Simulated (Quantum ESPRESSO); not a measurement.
## EuS under changes of volume

One of the cells (26.424 Å³/atom); the others are scaled copies at fixed shape and fractional positions:

```xyz
2
Lattice="0.0000 2.9785 2.9785 2.9785 0.0000 2.9785 2.9785 2.9785 0.0000" Properties=species:S:1:pos:R:3 pbc="T T T"
Eu    0.0000    0.0000    0.0000
S     2.9785    2.9785    2.9785
```

* Program: Quantum ESPRESSO 7.5
* Functional: rev-vdW-DF2
* Potentials or basis: SSSP 1.3 efficiency PBE
* Cutoff: 748 eV
* Density cutoff: 5987 eV
* k mesh: 6 × 6 × 6
* Occupations: fermi-dirac, width 0.05 eV
* Spin: collinear spin, ferromagnetic start
* Starting moments: [7.0, 0.0] μB

```csv
volume (Å³/atom),energy over the lowest point (meV/atom),pressure (GPa),moment (μB per cell)
24.838,0.00,-1.2,6.94
25.367,5.73,-2.3,6.95
25.895,14.71,-3.2,6.96
26.424,26.69,-4.1,6.97
26.952,?,?,?
27.481,58.46,-5.5,6.97
28.009,77.65,-6.1,6.98
```

Question: What does the run at 26.952 Å³/atom give?

Answer: Energy over the lowest point 41.37 meV/atom; pressure -4.8 GPa; moment 6.97 μB per cell.

Worked out: A Birch-Murnaghan fit of order 3 (a polynomial in V^(-2/3)) to the other rows has its minimum at 24.30 Å³/atom, just outside them, with B0 = V·E''(V) = 57 GPa and B' = 3.9. It gives 41.36 meV/atom at 26.952 Å³/atom, against the run's 41.37, and -dE/dV = -4.8 GPa, against -4.8. A parabola through the other rows of the moment, of slope 0.0082 μB per Å³/atom there, gives 6.97 μB, against the run's 6.97.

Energies are extrapolated to zero smearing.

Caveats: the potentials were made for another functional, which shifts forces and pressure; a cell with one magnetic atom can't hold antiferromagnetic order, which such compounds often take; without U or exact exchange the open f shell lies at the Fermi level, which spoils levels, moments and volumes.
